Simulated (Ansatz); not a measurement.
# CoO (Fm-3m) in Ansatz: a series of runs

One crystal, CoO, is run at these levels: PBE; tasks: single point.

All numbers are computed with Ansatz 0.2.0; they aren't measurements. Logs are shortened: lines on timing, memory, paths and dates and some standing lists are left out, and cuts for length are marked.

### 1 The structure

The structure is cubic, space group Fm-3m (No. 225). Conventional cell: a = 4.263 Å, b = 4.263 Å, c = 4.263 Å, α = 90.00°, β = 90.00°, γ = 90.00°. Around Co (site symmetry m-3m) lie 6 O at 2.13 Å. Around O (site symmetry m-3m) lie 6 Co at 2.13 Å.

### 2 Single point, PBE, collinear spin, ferromagnetic start

input.yaml reads:

```yaml
crystal:
  lattice:
    - [0.0, 2.1315, 2.1315]
    - [2.1315, 0.0, 2.1315]
    - [2.1315, 2.1315, 0.0]
  atoms:
    - { symbol: Co, position: [0.0, 0.0, 0.0], spin: 2.0 }
    - { symbol: O, position: [0.5, 0.5, 0.5] }
hamiltonian:
  xc: pbe
  pseudopotentials: { kind: paw }
magnetization:
  spin_polarized: true
kpoints:
  mp_grid: { grid: [11, 11, 11] }
scf:
  occupations: { method: gaussian, width: 0.024 }
output:
  forces: true
  stress: true
  eigenvalues: true
```

Potentials or basis: Ansatz PAW.

Command:

```console
$ ansatz run input.yaml --threads 2 --pin off --max-ram 5632MiB --backend cpu --events-out ev --progress --plain --runs-dir out
```

The log of the run:

```text
Warning: RAYON_NUM_THREADS=2 ignored (pool sized by the plan → 2); use --threads N
Engine: ansatz 0.2.0, x86_64-unknown-linux-gnu
Pseudopotentials: kind: paw
Pseudopotential: Co, paw, valence charge 17, recommended cutoff 420 eV (normal), Co.paw.azcp
Pseudopotential: O, paw, valence charge 6, recommended cutoff 420 eV (normal), O.paw.azcp
Functional definition: PBE
  parameter kappa = 0.804
  parameter beta = 0.06672455060314922
  exchange = pbe_x(kappa = kappa, mu = beta*pi^2/3)
  correlation = pbe_c(beta = beta)
Crystal: 2 atoms, lattice volume = 19.368 Å³
Basis set: ecut = 420 eV, 339 PW (Γ), exchange–correlation on 48×48×48 points (8 copies of the dense FFT grid, shifted against one another)
Bands: 17, of which v1, the nominal top of the filled ones, is band 12 counted from 1 (11 counted from 0)
Symmetry: 48 space group operations
Space group: Fm-3m (ITA 225), of the structure as read, at distance tolerance 2.7e-5 Å
Magnetic group: BNS 225.116 (UNI 1618), of the structure as read, at distance tolerance 2.7e-5 Å
k-points: 56 of 1331
Non-local potential: Co, projectors of the file, l = 0: 3, l = 1: 2, l = 2: 3, l = 3: 1
Non-local potential: O, projectors of the file, l = 0: 2, l = 1: 2, l = 2: 1
PAW form: soft (Blöchl's): semilocal exchange-correlation on the pseudo side does not see the compensation charge
PAW one-centre angular grid: Co, 590 points (default); XC on 64 Gauss nodes
PAW one-centre angular grid: O, 110 points (default); XC on 64 Gauss nodes
Initial density: superposition of atomic densities (chi_scale 0.1, normalization cell, long waves kept (reshape's long-wave potential 0.00 eV rms))
Starting moments: Σ|m| = 2 μB on 1 of 2 sites
Initial wavefunctions: pseudopotential atomic-orbital guess
Functional: x = pbe(κ = 0.804, μ = 0.2195149727645171), c = pbe(β = 0.06672455060314922)
SCF iter   1: F=—  HF=-5691.163935 eV  |F-HF|=—  |Δ(HF+E_count)|=         —  Δρ=1.18e-1 (↑1.18e-1 ↓9.69e-2)  dr2=6.11e0  dr2_m=1.74e-1  M=2.140 μB ∫|m|=2.140 μB  β_m=0.30  ethr=3.10e-3  ⟨swp⟩=5.0  Hψ=8460  notcnv=0
Mixer restart at iter 1: flushing history
preconditioner: auto → none  [metal: Δε(μ)=0.005 eV  Ē_g=13.086 eV  σ=0.024 eV  W_gap=0.11  n_scr=8 (ndim 8)  ℏωp=32.7 eV  f_vac=0.000  D(μ)=6.84/eV (n_scr^D=168)  sad-step TF]
SCF iter   2: F=—  HF=-5691.878677 eV  |F-HF|=—  |Δ(HF+E_count)|=   7.15e-1  Δρ=9.80e-2 (↑9.80e-2 ↓7.50e-2)  dr2=4.91e-1  dr2_m=1.19e0  M=2.802 μB ∫|m|=2.802 μB  β_m=0.38  ethr=3.10e-3  ⟨swp⟩=3.0  Hψ=4745  notcnv=0  defer=86
SCF iter   3: F=—  HF=-5692.124020 eV  |F-HF|=—  |Δ(HF+E_count)|=   2.45e-1  Δρ=8.79e-2 (↑6.27e-2 ↓8.79e-2)  dr2=1.71e-1  dr2_m=9.31e-1  M=3.000 μB ∫|m|=3.003 μB  β_m=0.56  ethr=2.13e-3  ⟨swp⟩=2.2  Hψ=3392  notcnv=0  defer=75
SCF iter   4: F=—  HF=-5692.035338 eV  |F-HF|=—  |Δ(HF+E_count)|=         —  Δρ=2.16e-2 (↑2.16e-2 ↓2.15e-2)  dr2=2.74e-2  dr2_m=7.17e-2  M=2.877 μB ∫|m|=2.886 μB  β_m=0.69  ethr=7.43e-4  ⟨swp⟩=2.3  Hψ=3865  notcnv=0  defer=87
Mixer restart at iter 4: flushing history
SCF iter   5: F=—  HF=-5692.089934 eV  |F-HF|=—  |Δ(HF+E_count)|=   5.46e-2  Δρ=2.50e-2 (↑1.57e-2 ↓2.50e-2)  dr2=6.78e-2  dr2_m=5.54e-2  M=2.997 μB ∫|m|=3.010 μB  β_m=0.84  ethr=1.19e-4  ⟨swp⟩=3.0  Hψ=3969  notcnv=0  defer=87
SCF iter   6: F=—  HF=-5692.123367 eV  |F-HF|=—  |Δ(HF+E_count)|=   3.34e-2  Δρ=2.20e-2 (↑1.12e-2 ↓2.20e-2)  dr2=1.30e-1  dr2_m=7.17e-3  M=2.871 μB ∫|m|=2.884 μB  β_m=0.66  ethr=1.19e-4  ⟨swp⟩=3.0  Hψ=4993  notcnv=0  defer=88
SCF iter   7: F=—  HF=-5692.100676 eV  |F-HF|=—  |Δ(HF+E_count)|=   2.27e-2  Δρ=5.12e-3 (↑1.12e-3 ↓5.12e-3)  dr2=3.65e-3  dr2_m=8.50e-4  M=2.981 μB ∫|m|=2.997 μB  β_m=0.54  ethr=1.19e-4  ⟨swp⟩=3.0  Hψ=4382  notcnv=0  defer=75
SCF iter   8: F=—  HF=-5692.099678 eV  |F-HF|=—  |Δ(HF+E_count)|=   9.97e-4  Δρ=1.83e-3 (↑1.11e-3 ↓1.83e-3)  dr2=1.41e-4  dr2_m=3.47e-4  M=2.982 μB ∫|m|=2.998 μB  β_m=0.77  ethr=1.59e-5  ⟨swp⟩=2.3  Hψ=3656  notcnv=0  defer=75
SCF iter   9: F=—  HF=-5692.099702 eV  |F-HF|=—  |Δ(HF+E_count)|=   2.40e-5  Δρ=2.02e-3 (↑2.02e-3 ↓1.61e-3)  dr2=1.05e-4  dr2_m=5.64e-4  M=2.987 μB ∫|m|=3.005 μB  β_m=0.77  ethr=6.15e-7  ⟨swp⟩=2.0  Hψ=3201  notcnv=0  defer=75
SCF iter  10: F=—  HF=-5692.099790 eV  |F-HF|=—  |Δ(HF+E_count)|=   8.73e-5  Δρ=4.06e-5 (↑4.06e-5 ↓3.74e-5)  dr2=3.22e-7  dr2_m=1.80e-7  M=2.984 μB ∫|m|=3.001 μB  β_m=0.89  ethr=4.58e-7  ⟨swp⟩=2.1  Hψ=2761  notcnv=0  defer=75
SCF iter  11: F=—  HF=-5692.099808 eV  |F-HF|=—  |Δ(HF+E_count)|=   1.86e-5  Δρ=2.34e-5 (↑1.40e-5 ↓2.34e-5)  dr2=2.49e-8  dr2_m=5.82e-8  M=2.984 μB ∫|m|=3.001 μB  β_m=0.94  ethr=1.40e-9  ⟨swp⟩=2.0  Hψ=3104  notcnv=0  defer=75
SCF iter  12: F=-5692.099808 eV  HF=-5692.099808 eV  |F-HF|=1.02e-8  |Δ(HF+E_count)|=   1.48e-8  Δρ=1.20e-5 (↑5.07e-6 ↓1.20e-5)  dr2=1.22e-8  dr2_m=1.09e-8  M=2.984 μB ∫|m|=3.001 μB  ethr=1.08e-10  ⟨swp⟩=4.4  Hψ=6733  notcnv=0
SCF 1 converged in 12 iterations: F = -5692.099808 eV  dr2 = 1.22e-8
SCF converged after 12 iterations
Magnetization: 2.9842 μB (12.9921 up, 10.0079 down)
Absolute magnetization: 3.0011 μB (∫|ρ↑−ρ↓|, with the PAW one-centre terms)
Spin contamination: 0.0066 ħ² per cell (⟨S²⟩ above its minimum at these occupations)
Per-site moments (μB) at R_I (Å): [(2.528684163598834, 0.87924375), (0.3399787424938512, 0.87924375)]
Free energy (F): -5692.099808 eV
Harris-Foulkes:  -5692.099808 eV  (|F-HF|=1.02e-8)
Internal energy: -5692.098834 eV  (E = F + TS)
E sigma→0 (E₀):  -5692.099321 eV
Entropy (-TS):   -0.000974 eV (-0.487 meV/atom)
Fermi energy:    13.862214 eV
--- Per-component energies (eV) ---
  E_band       = -306.415053
  E_kinetic    = 617.301969
  E_local      = -3436.686423  (includes V_loc(G=0)·N_el)
  E_nonlocal   = 514.159859
  E_hartree    = 1410.654230
  E_xc         = -228.581023
  E_vxc        = -293.754604  (∫ρ·V_xc dr)
  E_paw        = -1676.884894  (= ΣΔE_a)
  E_vpaw       = -528.753078  (= ΣTr[D̂ρ^β])
  E_aug_tail   = 0.002513  (compensation charges beyond the density's cutoff)
  E_ewald      = -2892.065066
  E_smearing   = -0.000974  (= −TS)
  E_closure    = 0.000000  (closes the sum)
  Σ components = -5692.099808   (vs F -5692.099808, Δ=0.00e0)
--- Forces (eV/Å), atoms counted from 1 ---
  atom   1  Co    -0.00000000     0.00000000     0.00000000
  atom   2  O      0.00000000    -0.00000000    -0.00000000
  max |Σ_I F_I| component: 1.71e-29 eV/Å
--- Stress (GPa, compression-positive) ---
       -1.589042       0.000000       0.000000
       -0.000000      -1.589042       0.000000
       -0.000000       0.000000      -1.589042
  P = ⅓ Tr σ = -1.5890 GPa (-15.890 kbar)
--- Band table (eV; the first three rows and the last of 112) ---
  k-point 0 ↑: bands = ["-83.0771", "-46.3399", "-46.3399", "-46.3399", "-6.3873", "10.5309", "10.5309", "10.6846", "10.6846", "10.6846", "10.7230", "10.7230", "10.7230", "14.7374", "30.5654", "31.8269", "31.8269"]
  k-point 1 ↑: bands = ["-83.0770", "-46.3429", "-46.3403", "-46.3403", "-6.3018", "9.7868", "9.7868", "9.8037", "10.7558", "10.7558", "11.0676", "11.4829", "11.4829", "15.3217", "28.9253", "31.5121", "31.5121"]
  k-point 2 ↑: bands = ["-83.0762", "-46.3508", "-46.3414", "-46.3414", "-6.0634", "8.5374", "9.0539", "9.0539", "10.9066", "10.9066", "11.2752", "12.3058", "12.3058", "16.5216", "26.7389", "30.3842", "30.3842"]
  k-point 55 ↓: bands = ["-79.9644", "-43.3282", "-43.3262", "-43.3145", "-4.4294", "8.1159", "8.1758", "8.9974", "13.3397", "13.5919", "13.9937", "14.8130", "15.5343", "22.7450", "24.0983", "24.2058", "27.4233"]
```

Wall time 2.2 s (2 threads of Intel Xeon Platinum 8488C (Sapphire Rapids), shared host); peak memory 0.36 GiB.

What came out:

* Free energy: -5692.0998 eV
* Pressure: -1.6 GPa
* Band gap on the k mesh: none (metal or under the smearing width)
* Net moment: 2.98 μB per cell
* Absolute moment: 3.00 μB per cell
* Site moments: Co +2.53; O +0.34 μB

Levels at points of the mesh, in eV from the Fermi level:
Spin up:
| k point | band 9 | band 10 | band 11 | band 12 | band 13 | band 14 | band 15 | band 16 | band 17 |
| --- | --- | --- | --- | --- | --- | --- | --- | --- | --- |
| (0.00, 0.00, 0.00) | -3.18 | -3.18 | -3.14 | -3.14 | -3.14 | 0.88 | 16.70 | 17.96 | 17.96 |
Spin down:
| k point | band 8 | band 9 | band 10 | band 11 | band 12 | band 13 |
| --- | --- | --- | --- | --- | --- | --- |
| (0.00, 0.00, 0.00) | -2.59 | -1.11 | -1.11 | -1.11 | 0.07 | 0.07 |

Caveat: the pressure holds a Pulay correction of +0.7 GPa for the finite cutoff; a cell with one magnetic atom can't hold antiferromagnetic order, which such compounds often take; semilocal functionals often make such compounds metallic where correlation or magnetic order opens a gap, which also shifts bond lengths. With open d or f shells a metallic result of PBE can be an artefact of self-interaction; +U or a hybrid may open a gap.

### 3 Single point, PBE, collinear spin, ferromagnetic start

Edit input.yaml of step 2 so:

```diff
@@ -16,3 +16,3 @@
 scf:
-  occupations: { method: gaussian, width: 0.024 }
+  occupations: { method: gaussian, width: 0.025 }
 output:
@@ -21 +21,5 @@
   eigenvalues: true
+  write_density: true
+  write_potential: true
+  elf: true
+  volumetric_format: npy
```

Potentials or basis: Ansatz PAW.

Command:

```console
$ ansatz run input.yaml --threads 2 --pin off --max-ram 5632MiB --backend cpu --events-out ev --progress --plain --runs-dir out
```

It took 2.7 s on 2 threads of Intel Xeon Platinum 8488C (Sapphire Rapids), shared host; peak memory 0.37 GiB.

The run converged. Its results:

```
Free energy            : -5692.0998 eV
Pressure               : -1.6 GPa
Band gap on the k mesh : none (metal or under the smearing width)
Net moment             : 2.98 μB per cell
Absolute moment        : 3.00 μB per cell
Site moments           : Co +2.53; O +0.34 μB
```

Levels at points of the mesh, in eV from the Fermi level:
Spin up:
| k point | band 10 | band 11 | band 12 | band 13 | band 14 | band 15 | band 16 | band 17 |
| --- | --- | --- | --- | --- | --- | --- | --- | --- |
| (0.00, 0.00, 0.00) | -3.18 | -3.14 | -3.14 | -3.14 | 0.88 | 16.70 | 17.97 | 17.97 |
Spin down:
| k point | band 8 | band 9 | band 10 | band 11 | band 12 | band 13 |
| --- | --- | --- | --- | --- | --- | --- |
| (0.00, 0.00, 0.00) | -2.59 | -1.11 | -1.11 | -1.11 | 0.07 | 0.07 |

Caveat: the pressure holds a Pulay correction of +0.7 GPa for the finite cutoff; a cell with one magnetic atom can't hold antiferromagnetic order, which such compounds often take; semilocal functionals often make such compounds metallic where correlation or magnetic order opens a gap, which also shifts bond lengths. With open d or f shells a metallic result of PBE can be an artefact of self-interaction; +U or a hybrid may open a gap.

### 4 Single point, PBE, collinear spin, ferromagnetic start

Edit input.yaml of step 3 so:

```diff
@@ -16,3 +16,3 @@
 scf:
-  occupations: { method: gaussian, width: 0.025 }
+  occupations: { method: gaussian, width: 0.026 }
 output:
@@ -21,5 +21 @@
   eigenvalues: true
-  write_density: true
-  write_potential: true
-  elf: true
-  volumetric_format: npy
```

Potentials or basis: Ansatz PAW.

Command:

```console
$ ansatz run input.yaml --threads 2 --pin off --max-ram 5632MiB --backend cpu --events-out ev --progress --plain --runs-dir out
```

The log of the run:

```text
Warning: RAYON_NUM_THREADS=2 ignored (pool sized by the plan → 2); use --threads N
[... 9 set-up lines as earlier in the session ...]
Crystal: 2 atoms, lattice volume = 19.368 Å³
Basis set: ecut = 420 eV, 339 PW (Γ), exchange–correlation on 48×48×48 points (8 copies of the dense FFT grid, shifted against one another)
[... 42 lines left out ...]
--- Per-component energies (eV) ---
  E_band       = -306.411823
  E_kinetic    = 617.302710
  E_local      = -3436.696131  (includes V_loc(G=0)·N_el)
  E_nonlocal   = 514.161305
  E_hartree    = 1410.662605
  E_xc         = -228.580883
  E_vxc        = -293.754409  (∫ρ·V_xc dr)
  E_paw        = -1676.885783  (= ΣΔE_a)
  E_vpaw       = -528.755153  (= ΣTr[D̂ρ^β])
  E_aug_tail   = 0.002513  (compensation charges beyond the density's cutoff)
  E_ewald      = -2892.065066
  E_smearing   = -0.001162  (= −TS)
  E_closure    = -0.000000  (closes the sum)
  Σ components = -5692.099894   (vs F -5692.099894, Δ=0.00e0)
--- Forces (eV/Å), atoms counted from 1 ---
  atom   1  Co    -0.00000000     0.00000000     0.00000000
  atom   2  O      0.00000000    -0.00000000    -0.00000000
  max |Σ_I F_I| component: 1.38e-29 eV/Å
--- Stress (GPa, compression-positive) ---
       -1.599231       0.000000      -0.000000
        0.000000      -1.599231       0.000000
        0.000000      -0.000000      -1.599231
  P = ⅓ Tr σ = -1.5992 GPa (-15.992 kbar)
--- Band table (eV; the first three rows and the last of 112) ---
  k-point 0 ↑: bands = ["-83.0763", "-46.3391", "-46.3391", "-46.3391", "-6.3874", "10.5315", "10.5315", "10.6845", "10.6845", "10.6845", "10.7238", "10.7238", "10.7238", "14.7374", "30.5654", "31.8271", "31.8271"]
  k-point 1 ↑: bands = ["-83.0761", "-46.3421", "-46.3395", "-46.3395", "-6.3019", "9.7871", "9.7871", "9.8039", "10.7565", "10.7565", "11.0681", "11.4832", "11.4832", "15.3217", "28.9254", "31.5122", "31.5122"]
  k-point 2 ↑: bands = ["-83.0754", "-46.3499", "-46.3406", "-46.3406", "-6.0635", "8.5375", "9.0542", "9.0542", "10.9073", "10.9073", "11.2758", "12.3061", "12.3061", "16.5216", "26.7391", "30.3843", "30.3843"]
  k-point 55 ↓: bands = ["-79.9645", "-43.3284", "-43.3263", "-43.3147", "-4.4303", "8.1154", "8.1753", "8.9968", "13.3395", "13.5917", "13.9935", "14.8129", "15.5341", "22.7447", "24.0980", "24.2055", "27.4231"]
```

Run time: 2.2 s. Hardware: 2 threads of Intel Xeon Platinum 8488C (Sapphire Rapids), shared host; peak memory 0.34 GiB.

What came out:

| Item | Value |
| --- | --- |
| Free energy | -5692.0999 eV |
| Pressure | -1.6 GPa |
| Band gap on the k mesh | none (metal or under the smearing width) |
| Net moment | 2.98 μB per cell |
| Absolute moment | 3.00 μB per cell |
| Site moments | Co +2.53; O +0.34 μB |

Levels at points of the mesh, in eV from the Fermi level:
Spin up:
```
           k point  band 10  band 11  band 12  band 13  band 14  band 15  band 16  band 17
(0.00, 0.00, 0.00)    -3.18    -3.14    -3.14    -3.14     0.88    16.70    17.97    17.97
```
Spin down:
```
           k point  band 8  band 9  band 10  band 11  band 12  band 13
(0.00, 0.00, 0.00)   -2.59   -1.11    -1.11    -1.11     0.07     0.07
```

Caveat: the pressure holds a Pulay correction of +0.7 GPa for the finite cutoff; a cell with one magnetic atom can't hold antiferromagnetic order, which such compounds often take; semilocal functionals often make such compounds metallic where correlation or magnetic order opens a gap, which also shifts bond lengths.

### 5 Single point, PBE, collinear spin, ferromagnetic start

Edit input.yaml of step 4 so:

```diff
@@ -16,3 +16,3 @@
 scf:
-  occupations: { method: gaussian, width: 0.026 }
+  occupations: { method: gaussian, width: 0.027 }
 output:
```

Command:

```console
$ ansatz run input.yaml --threads 2 --pin off --max-ram 5632MiB --backend cpu --events-out ev --progress --plain --runs-dir out
```

Run time: 2.4 s. Hardware: 2 threads of Intel Xeon Platinum 8488C (Sapphire Rapids), shared host; peak memory 0.36 GiB.

The run converged. Its results:

```
Free energy            : -5692.0999 eV
Pressure               : -1.6 GPa
Band gap on the k mesh : none (metal or under the smearing width)
Net moment             : 2.98 μB per cell
Absolute moment        : 3.00 μB per cell
Site moments           : Co +2.53; O +0.34 μB
```

Levels at points of the mesh, in eV from the Fermi level:
Spin up:
```tsv
k point	band 11	band 12	band 13	band 14	band 15	band 16
(0.00, 0.00, 0.00)	-3.14	-3.14	-3.14	0.88	16.70	17.97
```
Spin down:
```tsv
k point	band 7	band 8	band 9	band 10	band 11	band 12	band 13	band 14
(0.00, 0.00, 0.00)	-2.59	-2.59	-1.11	-1.11	-1.11	0.07	0.07	1.43
```

Caveat: the pressure holds a Pulay correction of +0.7 GPa for the finite cutoff; a cell with one magnetic atom can't hold antiferromagnetic order, which such compounds often take; semilocal functionals often make such compounds metallic where correlation or magnetic order opens a gap, which also shifts bond lengths.

### 6 Summary

| smearing | gap on the mesh (eV) | pressure (GPa) | moment (μB) |
| --- | --- | --- | --- |
| gaussian 0.024 eV | none | -1.6 | 2.98 |
| gaussian 0.025 eV | none | -1.6 | 2.98 |
| gaussian 0.026 eV | none | -1.6 | 2.98 |
| gaussian 0.027 eV | none | -1.6 | 2.98 |

Alike in all rows: task single point; level PBE; potentials or basis Ansatz PAW; spin collinear, ferromagnetic start; cell as given; k mesh 11 × 11 × 11; cutoff (eV) 420.

Every run on the cell as given and a fine mesh finds a metal.

Caveats: a cell with one magnetic atom can't hold antiferromagnetic order, which such compounds often take; semilocal functionals often make such compounds metallic where correlation or magnetic order opens a gap, which also shifts bond lengths.

Absolute energies hang on the potentials; compare differences alone.
